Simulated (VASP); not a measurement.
TiO: equation of state with r2SCAN

Crystal: TiO.

```
Ti O
1.0
     2.70834    0.00000    0.00000
     0.00000    2.70834    0.00000
     0.00000    0.00000    2.70834
Ti O
1 1
Direct
  0.00000 0.00000 0.00000
  0.50000 0.50000 0.50000
```

The cell comes from a database or a generator and needn't be the stable form of this composition.

```json
{"Program": "VASP 6.6.1", "Task": "equation of state", "Functional": "r2SCAN", "Potentials or basis": "VASP PAW PBE potentials, release 64 (Ti_sv, O)", "Cutoff": "520 eV", "k mesh": "10 × 10 × 10", "Occupations": "fermi-dirac, width 0.05 eV", "Spin": "no spin polarisation"}
```

```yaml
Equilibrium_volume: "9.11 Å³/atom (rough: see the caveat)"
Bulk_modulus: 248 GPa (rough)
```

Energy against volume, from the lowest point:
| volume (Å³/atom) | energy (meV/atom) |
| --- | --- |
| 9.337 | 0.00 |
| 9.536 | 10.04 |
| 9.734 | 25.27 |
| 9.933 | 45.13 |
| 10.132 | 69.11 |
| 10.330 | 96.74 |
| 10.529 | 127.59 |

All runs of the series together: 6.2 min on 1 thread of Intel(R) Xeon(R) Platinum 8375C CPU @ 2.90GHz (Ice Lake) (shared host).

Caveat: the minimum lies outside the volumes run; the PAW data sets were made with another functional, which shifts forces and pressure a little.
